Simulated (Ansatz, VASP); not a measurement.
Sr in VASP and in Ansatz

```xyz
2
Lattice="0.0000 4.7441 4.7441 4.7441 0.0000 4.7441 4.7441 4.7441 0.0000" Properties=species:S:1:pos:R:3 pbc="T T T"
Sr    0.0000    0.0000    0.0000
Sr    2.3721    2.3721    2.3721
```

Change from the starting cell: volume scaled by 0.96.

Alike in both runs: task single point; functional PBE; k mesh 11 × 11 × 11; occupations fermi-dirac, width 0.08 eV; no spin polarisation.

```csv
,VASP,Ansatz
version,VASP 6.6.1,Ansatz 0.2.0
potentials or method,"VASP PAW PBE potentials, release 64 (Sr_sv), cutoff 520 eV","all-electron LAPW, scalar-relativistic"
```

|  | VASP | Ansatz | Ansatz less VASP |
| --- | --- | --- | --- |
| pressure (GPa) | 0.1 | 0.1 | 0.00 |

Ansatz ran all-electron here, so the differences hold the error of VASP's frozen core and of both bases.
